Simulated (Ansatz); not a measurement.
Single sheet of Bi$_{2}$Te$_{3}$:

```yaml
crystal:
  lattice:
    - [4.34974, 0.00000, 0.00000]
    - [-2.17487, 3.76698, 0.00000]
    - [0.00000, 0.00000, 41.03016]
  periodic: [true, true, false]
  atoms:
    - { symbol: Te, position: [0.00000, 0.00000, 0.40770] }
    - { symbol: Bi, position: [0.33333, 0.66667, 0.45019] }
    - { symbol: Te, position: [0.66667, 0.33333, 0.50000] }
    - { symbol: Bi, position: [0.00000, 0.00000, 0.54981] }
    - { symbol: Te, position: [0.33333, 0.66667, 0.59230] }
```

Theory: DFT PBE+D3(BJ), scalar-relativistic, plane waves, PAW (Ansatz). Plane waves to 420 eV, a k mesh through Γ of 6×6×1 on the computed 10-atom cell and Gaussian smearing (0.02 eV); no spin polarisation. No periodic images along c.

Two copies are stacked at this cell; shifts count in fractions of a and b, turns are about the origin, and heights relax. Binding counts from two free sheets, negative where bound; one atom of each layer keeps its place in the plane.

(1) Order the stackings from most to least strongly bound.
A. Upper layer shifted by (0, 0)
B. Upper layer turned by 180 degrees and shifted by (0, 0)
C. Upper layer turned by 180 degrees and shifted by (0.5, 0)
D. Upper layer shifted by (0.5, 0)
E. Upper layer turned by 180 degrees and shifted by (0.667, 0.333)
F. Upper layer turned by 180 degrees and shifted by (0.333, 0.667)
G. Upper layer shifted by (0.667, 0.333)
H. Upper layer shifted by (0.333, 0.667)

Spin-orbit coupling is left out, which matters for the bands of heavy elements. Gaps are read on the k points sampled, so a band crossing between them can be missed.

Results:

(1) G (-27.7 meV/Å²), E (-25.7 meV/Å²), B (-25.7 meV/Å²), A (-23.3 meV/Å²), D (-18.0 meV/Å²), C (-17.8 meV/Å²), H (-14.4 meV/Å²), F (-14.1 meV/Å²).